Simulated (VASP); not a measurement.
# GaN (P6_3mc) in VASP: single point with PBE

Aim: the single point of GaN with PBE.

Program: VASP 6.6.1. These are calculated values, not measurements. Logs are shortened: lines on timing, memory, paths and dates and some standing lists are left out, and cuts for length are marked.

**The experiment to reproduce.**

“Studying electronic properties in GaN without electrical contacts using γ-γ vs e−-γ Perturbed Angular Correlations”, 2019, pmc:6823545 quotes, for a bulk crystal of GaN: band gap 3.503 ± 0.005 eV (direct).

How close the calculation comes is told below.

## 1. The structure

The structure is hexagonal, space group P6_3mc (No. 186). The conventional cell has a = 3.218 Å, b = 3.218 Å, c = 5.244 Å, α = 90.00°, β = 90.00°, γ = 120.00°. Around Ga (site symmetry 3m) lie 4 N at 1.97 to 1.98 Å. N (site symmetry 3m) is surrounded by 4 Ga at 1.97 to 1.98 Å.

## 2. Single point, PBE

The input, INCAR:

```
SYSTEM = GaN
PREC = Normal
ENCUT = 450
EDIFF = 1E-6
ISMEAR = 0
SIGMA = 0.01
LREAL = Auto
LASPH = .True.
NELM = 80
ALGO = Fast
ISIF = 2
LWAVE = .False.
LCHARG = .False.
GGA = PE
ICORELEVEL = 1
```

The input, KPOINTS:

```
regular mesh
0
Gamma
  3 3 3
  0 0 0
```

The input, POSCAR:

```
GaN
1.0
    0.0000000000      0.0000000000      5.2440550000
   -3.2177240000     -5.5732640000      0.0000000000
    6.4354500000      0.0000000000      0.0000000000
Ga N
8 8
Direct
    0.9991860000      0.1666665000      0.8333330000
    0.9991860000      0.1666665000      0.3333330000
    0.9991860000      0.6666665000      0.8333330000
    0.9991860000      0.6666665000      0.3333330000
    0.4991860000      0.3333335000      0.1666670000
    0.4991860000      0.3333335000      0.6666670000
    0.4991860000      0.8333335000      0.1666670000
    0.4991860000      0.8333335000      0.6666670000
    0.3758140000      0.1666665000      0.8333330000
    0.3758140000      0.1666665000      0.3333330000
    0.3758140000      0.6666665000      0.8333330000
    0.3758140000      0.6666665000      0.3333330000
    0.8758140000      0.3333335000      0.1666670000
    0.8758140000      0.3333335000      0.6666670000
    0.8758140000      0.8333335000      0.1666670000
    0.8758140000      0.8333335000      0.6666670000
```

Potentials or basis: VASP PAW PBE potentials, release 64 (Ga_d, N).

Run with:

```sh
$ cat potpaw_PBE.64/Ga_d/POTCAR potpaw_PBE.64/N/POTCAR > POTCAR
$ mpirun -np 1 vasp_std > vasp.out
```

OUTCAR:

```text
SYSTEM = GaN
   PREC = Normal
   ENCUT = 450
   EDIFF = 1E-6
   ISMEAR = 0
   LREAL = Auto
   LASPH = .True.
   NELM = 80
   ISIF = 2
   GGA = PE

 ion  position               nearest neighbor table
   1  0.999  0.167  0.833-  14 1.97  16 1.97  13 1.97   9 1.98
   2  0.999  0.167  0.333-  13 1.97  15 1.97  14 1.97  10 1.98
   3  0.999  0.667  0.833-  16 1.97  14 1.97  15 1.97  11 1.98
   4  0.999  0.667  0.333-  15 1.97  13 1.97  16 1.97  12 1.98
   5  0.499  0.333  0.167-  10 1.97  12 1.97   9 1.97  13 1.98
   6  0.499  0.333  0.667-   9 1.97  11 1.97  10 1.97  14 1.98
[... 8 lines left out ...]
  15  0.876  0.833  0.167-   4 1.97   2 1.97   3 1.97   7 1.98
  16  0.876  0.833  0.667-   3 1.97   1 1.97   4 1.97   8 1.98

  LATTYP: Found a hexagonal cell.
 ALAT       =     6.4354502060
 C/A-ratio  =     0.8148699519

  Lattice vectors:

 A1 = (  -3.2177240000,  -5.5732640000,   0.0000000000)
 A2 = (   6.4354500000,   0.0000000000,   0.0000000000)
 A3 = (   0.0000000000,   0.0000000000,   5.2440550000)

Analysis of symmetry for initial positions (statically):
=====================================================================
 Subroutine PRICEL returns following result:

  LATTYP: Found a hexagonal cell.
 ALAT       =     3.2177251030
 C/A-ratio  =     1.6297399039

  Lattice vectors:

 A1 = (  -1.6088620000,  -2.7866320000,   0.0000000000)
 A2 = (   3.2177250000,   0.0000000000,   0.0000000000)
 A3 = (   0.0000000000,   0.0000000000,   5.2440550000)

   4 primitive cells build up your supercell.

 Routine SETGRP: Setting up the symmetry group for a
 hexagonal supercell.

 Subroutine GETGRP returns: Found 12 space group operations
 (whereof  6 operations were pure point group operations)
 out of a pool of 24 trial point group operations.

The static configuration has the point symmetry C_3v.
 The point group associated with its full space group is C_6v.

Analysis of symmetry for dynamics (positions and initial velocities):
=====================================================================
 Subroutine PRICEL returns following result:

  LATTYP: Found a hexagonal cell.
 ALAT       =     3.2177251030
 C/A-ratio  =     1.6297399039

  Lattice vectors:

 A1 = (  -1.6088620000,  -2.7866320000,   0.0000000000)
 A2 = (   3.2177250000,   0.0000000000,   0.0000000000)
 A3 = (   0.0000000000,   0.0000000000,   5.2440550000)

   4 primitive cells build up your supercell.

 Routine SETGRP: Setting up the symmetry group for a
 hexagonal supercell.

 Subroutine GETGRP returns: Found 12 space group operations
 (whereof  6 operations were pure point group operations)
 out of a pool of 24 trial point group operations.

The dynamic configuration has the point symmetry C_3v.
 The point group associated with its full space group is C_6v.

 Subroutine INISYM returns: Found 12 space group operations
 (whereof  6 operations are pure point group operations),
 and found     4 'primitive' translations

----------------------------------------------------------------------------------------

                                     Primitive cell

  volume of cell :      47.0214

  direct lattice vectors                    reciprocal lattice vectors
    -1.608862000 -2.786632000  0.000000000     0.000000000 -0.358856139  0.000000000
     3.217725000  0.000000000  0.000000000     0.310778578 -0.179428014  0.000000000
     0.000000000  0.000000000  5.244055000     0.000000000  0.000000000  0.190692127

  length of vectors
     3.217725103  3.217725000  5.244055000     0.358856139  0.358856150  0.190692127

  position of ions in fractional coordinates (direct lattice)
     0.333333000  0.666666000  0.999186000
     0.666667000  0.333334000  0.499186000
     0.333333000  0.666666000  0.375814000
     0.666667000  0.333334000  0.875814000

  ion indices of the primitive-cell ions
   primitive index   ion index
                 1           1
                 2           6
                 3           9
                 4          14

----------------------------------------------------------------------------------------

 KPOINTS: regular mesh

Automatic generation of k-mesh.
 Grid dimensions read from file:
 generate k-points for:    3    3    3

 Generating k-lattice:

  Cartesian coordinates                     Fractional coordinates (reciprocal lattice)
     0.000000000  0.000000000  0.063564042     0.333333333  0.000000000  0.000000000
     0.000000000 -0.059809356  0.000000000     0.000000000  0.333333333  0.000000000
     0.051796430 -0.029904669  0.000000000     0.000000000 -0.000000000  0.333333333

  Length of vectors
     0.063564042  0.059809356  0.059809358

  Shift w.r.t. Gamma in fractional coordinates (k-lattice)
     0.000000000  0.000000000  0.000000000

 Subroutine IBZKPT returns following result:
 ===========================================

 Found      6 irreducible k-points:

 Following reciprocal coordinates:
            Coordinates               Weight
  0.000000  0.000000  0.000000      1.000000
  0.333333  0.000000  0.000000      2.000000
  0.000000  0.333333  0.000000      6.000000
  0.333333  0.333333  0.000000     12.000000
  0.000000  0.333333  0.333333      2.000000
  0.333333  0.333333  0.333333      4.000000
   k-points           NKPTS =      6   k-points in BZ     NKDIM =      6   number of bands    NBANDS=     86
   number of dos      NEDOS =    301   number of ions     NIONS =     16
   total plane-waves  NPLWV =  36288
   dimension x,y,z NGX =    28 NGY =   36 NGZ =   36
   dimension x,y,z NGXF=    56 NGYF=   72 NGZF=   72
   ions per type =               8   8
   NGX,Y,Z   is equivalent  to a cutoff of   8.88,  9.30,  9.30 a.u.
   NGXF,Y,Z  is equivalent  to a cutoff of  17.75, 18.60, 18.60 a.u.
 SYSTEM =  GaN
   PREC   = normal    normal or accurate (medium, high low for compatibility)
   ISTART =      0    job   : 0-new  1-cont  2-samecut
   ICHARG =      2    charge: 1-file 2-atom 10-const
   ISPIN  =      1    spin polarized calculation?
   LNONCOLLINEAR =      F non collinear calculations
   LSORBIT =      F    spin-orbit coupling
   LASPH  =      T    aspherical Exc in radial PAW
   ENCUT  =  450.0 eV  33.07 Ry    5.75 a.u.   9.07 11.13 11.13*2*pi/ulx,y,z
   NELM   =     80;   NELMIN=  2; NELMDL= -5     # of ELM steps
   EDIFF  = 0.1E-05   stopping-criterion for ELM
   LREAL  =      T    real-space projection
   EDIFFG = 0.1E-04   stopping-criterion for IOM
   NSW    =      0    number of steps for IOM
   IBRION =     -1    ionic relax: 0-MD 1-quasi-New 2-CG
   NFREE  =      0    steps in history (QN), initial steepest desc. (CG)
   ISIF   =      2    stress and relaxation
   ISYM   =      2    0-nonsym 1-usesym 2-fastsym
   POTIM  = 0.5000    time-step for ionic-motion
   TEBEG  =    0.0;   TEEND  =   0.0 temperature during run
   PSTRESS=    0.0 pullay stress
   NELECT =     144.0000    total number of electrons
   NUPDOWN=      -1.0000    fix difference up-down
   EMIN   =  10.00;   EMAX   =-10.00  energy-range for DOS
   EFERMI =   0.00;   METHOD = LEGACY
   ISMEAR =     0;   SIGMA  =   0.01  broadening in eV -4-tet -1-fermi 0-gaus
   EFERMI_NEDOS =   21; number of points for ismear=-14 and -15
   IALGO  =     68    algorithm
   IMIX   =      4    mixing-type and parameters
     AMIX     =   0.40;   BMIX     =  1.00
     AMIX_MAG =   1.60;   BMIX_MAG =  1.00
  volume/ion in A,a.u.               =      11.76        79.33
  Fermi-wavevector in a.u.,A,eV,Ry     =   1.497650  2.830149 30.517273  2.242956
  Thomas-Fermi vector in A             =   2.609511
   LORBIT       =      0    0 simple, 1 ext, 2 COOP (PROOUT), +10 PAW based schemes
   GGA     = PE    functional components
   LHFCALC =     F    Hartree Fock is set to
   AEXX    =    0.0000 exact exchange contribution
   IVDW    =     0    specifies the selected vdW correction
   LEPSILON=     F    determine dielectric tensor
   LRPA    =     F    only Hartree local field effects (RPA)
 non-spin polarized calculation
 RMM-DIIS sequential band-by-band and
 Gauss-broadening in eV      SIGMA  =   0.01
  energy-cutoff  :      450.00
  volume of cell :      188.09
 maximum number of plane-waves:      4098
   NGX = 19   NGY = 23   NGZ = 23

 number of electron     144.0000532 magnetization

 Free energy of the ion-electron system (eV)
  ---------------------------------------------------
  ext. energy  EPLUGINS =         0.00000000
  ---------------------------------------------------
  free energy    TOTEN  =       -97.31400568 eV

  energy without entropy =      -97.31400568  energy(sigma->0) =      -97.31400568

 the core state eigenenergies are
   1-  1s -10217.3149  2s  -1250.7112  2p  -1087.1685  3s   -137.0120  3p    -87.7576

   2-  1s -10217.3149  2s  -1250.7112  2p  -1087.1685  3s   -137.0120  3p    -87.7576

   3-  1s -10217.3149  2s  -1250.7112  2p  -1087.1685  3s   -137.0120  3p    -87.7576

   4-  1s -10217.3149  2s  -1250.7112  2p  -1087.1685  3s   -137.0120  3p    -87.7576

   5-  1s -10217.3148  2s  -1250.7111  2p  -1087.1684  3s   -137.0119  3p    -87.7575

   6-  1s -10217.3148  2s  -1250.7111  2p  -1087.1684  3s   -137.0119  3p    -87.7575

   7-  1s -10217.3148  2s  -1250.7111  2p  -1087.1684  3s   -137.0119  3p    -87.7575

   8-  1s -10217.3148  2s  -1250.7111  2p  -1087.1684  3s   -137.0119  3p    -87.7575

   9-  1s   -370.2831
  10-  1s   -370.2831
  11-  1s   -370.2831
  12-  1s   -370.2831
  13-  1s   -370.2831
  14-  1s   -370.2831
  15-  1s   -370.2831
  16-  1s   -370.2831

 E-fermi :   5.1271     XC(G=0): -11.5155

 val. band max:        5.0157192451   @ k =   0.0000   0.0000   0.0000
 cond. band min:       6.7303050913   @ k =   0.0000   0.0000   0.0000
 fundamental gap:      1.7145858463
 Fermi energy:         5.1270871238

 k-point     1 :       0.0000    0.0000    0.0000
  band No.  band energies     occupation
      1     -10.7240      2.00000
      2      -9.9070      2.00000
      3      -9.9070      2.00000
      4      -9.9070      2.00000
      5      -9.9000      2.00000
      6      -9.7545      2.00000
[... 511 lines left out ...]
     83      12.2161      0.00000
     84      12.3239      0.00000
 [bands above 84 left out]

------------------------ aborting loop because EDIFF is reached ----------------------------------------

  FORCE on cell =-STRESS in cart. coord.  units (eV):
  Direction    XX          YY          ZZ          XY          YZ          ZX
  --------------------------------------------------------------------------------------
  -------------------------------------------------------------------------------------
  Total       -0.9176486     -0.9176489     -1.0057046      0.0000002      0.0000000      0.0000000
  in kB       -7.8168397     -7.8168420     -8.5669305      0.0000014      0.0000000      0.0000000
  external PRESSURE =      -8.0668708 kB  Pullay stress =       0.0000000 kB

 VOLUME and BASIS-vectors are now :
 -----------------------------------------------------------------------------
  energy-cutoff  :      450.00
  volume of cell :      188.09
      direct lattice vectors                 reciprocal lattice vectors
     0.000000000  0.000000000  5.244055000     0.000000000  0.000000000  0.190692127
    -3.217724000 -5.573264000  0.000000000     0.000000000 -0.179428069  0.000000000
     6.435450000  0.000000000  0.000000000     0.155389289 -0.089714007  0.000000000

 POSITION                                       TOTAL-FORCE (eV/Angst)
 -----------------------------------------------------------------------------------
      4.82659     -0.92888      5.23979        -0.000000      0.000000     -0.003277
      1.60886     -0.92888      5.23979        -0.000000     -0.000000     -0.003277
      3.21772     -3.71551      5.23979        -0.000000     -0.000000     -0.003277
     -0.00000     -3.71551      5.23979         0.000000     -0.000000     -0.003277
      0.00000     -1.85776      2.61776        -0.000000     -0.000000     -0.003277
      3.21773     -1.85776      2.61776         0.000000     -0.000000     -0.003277
[... 8 lines left out ...]
     -1.60886     -4.64439      4.59282         0.000000      0.000000      0.003277
      1.60886     -4.64439      4.59282         0.000000      0.000000      0.003277
 -----------------------------------------------------------------------------------
    total drift:                               -0.006474      0.004910      0.081577

  FREE ENERGIE OF THE ION-ELECTRON SYSTEM (eV)
  ---------------------------------------------------
  free  energy   TOTEN  =       -97.3140056798 eV

  energy  without entropy=      -97.3140056798  energy(sigma->0) =      -97.31400568
```

Wall time 55 s (1 thread of Intel Xeon 6975P-C (Granite Rapids), shared host); peak memory 0.21 GiB.

What came out:

| Quantity | Value |
| --- | --- |
| Free energy | -97.3140 eV |
| Largest force | 0.003 eV/Å |
| Band gap on the k mesh | 1.71 eV |

Forces in eV/Å, atoms in the order of the input:
```
Ga   0.000  0.000 -0.003
Ga   0.000  0.000 -0.003
Ga   0.000  0.000 -0.003
Ga   0.000  0.000 -0.003
Ga   0.000  0.000 -0.003
Ga   0.000  0.000 -0.003
Ga   0.000  0.000 -0.003
Ga   0.000  0.000 -0.003
N    0.000  0.000  0.003
N    0.000  0.000  0.003
N    0.000  0.000  0.003
N    0.000  0.000  0.003
N    0.000  0.000  0.003
N    0.000  0.000  0.003
N    0.000  0.000  0.003
N    0.000  0.000  0.003
```

Levels at points of the mesh, in eV from the valence-band top:
| k point | band 69 | band 70 | band 71 | band 72 | band 73 | band 74 | band 75 | band 76 |
| --- | --- | --- | --- | --- | --- | --- | --- | --- |
| (0.00, 0.00, 0.00) | -0.96 | -0.04 | 0.00 | 0.00 | 1.71 | 4.07 | 4.98 | 4.98 |

Core levels (eV, on the scale of the bands):
```csv
atom,levels
1 Ga,"1s -10217.3, 2s -1250.7, 2p -1087.2, 3s -137.0, 3p -87.8"
2 Ga,"1s -10217.3, 2s -1250.7, 2p -1087.2, 3s -137.0, 3p -87.8"
3 Ga,"1s -10217.3, 2s -1250.7, 2p -1087.2, 3s -137.0, 3p -87.8"
4 Ga,"1s -10217.3, 2s -1250.7, 2p -1087.2, 3s -137.0, 3p -87.8"
5 Ga,"1s -10217.3, 2s -1250.7, 2p -1087.2, 3s -137.0, 3p -87.8"
6 Ga,"1s -10217.3, 2s -1250.7, 2p -1087.2, 3s -137.0, 3p -87.8"
```

Caveat: the cutoff is under 1.25 times the usual one of these potentials, so pressure, stress and relaxed cells hold a basis-set (Pulay) error.

## 3. How close it comes

Step 2. Measured gap of GaN: 3.503 eV (direct; quoted in “Studying electronic properties in GaN without electrical contacts using γ-γ vs e−-γ Perturbed Angular Correlations”, 2019, pmc:6823545). This calculation gives 1.71 eV (-1.79 eV). So large a miss can be the level of theory's own, or it may mean another phase, state or a wrong row. Spin-orbit coupling on Ga is left out. The value is that of PBE, without temperature or zero-point motion. Semilocal functionals fall short of measured gaps as a rule.
